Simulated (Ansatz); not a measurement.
Crystal: Si2Mo.

```
CELL_PARAMETERS angstrom
-1.60000 1.60000 3.93050
1.60000 -1.60000 3.93050
1.60000 1.60000 -3.93050
ATOMIC_POSITIONS crystal
Mo 0.00000 0.00000 0.00000
Si 0.66700 0.66700 0.00000
Si 0.33300 0.33300 0.00000
```

* Program: Ansatz 0.2.0
* Task: relaxation of cell and atoms
* Functional: PBEsol
* Potentials or basis: Ansatz PAW
* Cutoff: 420 eV (not typed: the program's choice for these potentials)
* k mesh: 12 × 12 × 12
* Occupations: fermi-dirac, width 0.05 eV
* Spin: no spin polarisation

At the start: volume 13.42 Å³/atom.

Task: Where does the relaxation end?

Result: It ends after 5 steps and the volume is 13.27 Å³/atom (-1.1 %); space group I4/mmm (No. 139, to 0.05 Å).

Step by step:
```csv
step,energy change (eV),largest force (eV/Å),volume (Å³)
1,0.0000,0.3269,40.25
2,-0.0090,0.0265,39.62
3,-0.0096,0.0071,39.80
4,-0.0096,0.0017,39.80
5,-0.0095,0.0016,39.80
```

Final structure:
```
Mo Si
1.0
    -1.59499    1.59499    3.91098
     1.59499   -1.59499    3.91098
     1.59499    1.59499   -3.91098
Mo Si
1 2
Direct
  0.00000 0.00000 0.00000
  0.66495 0.66495 0.00000
  0.33505 0.33505 0.00000
```

Caveat: the plane-wave basis is chosen anew once the cell has moved, so the energies of steps on either side of that aren't comparable; the PAW data sets come from PBE, with cores solved anew for the run's functional, which leaves a small shift of forces and pressure.
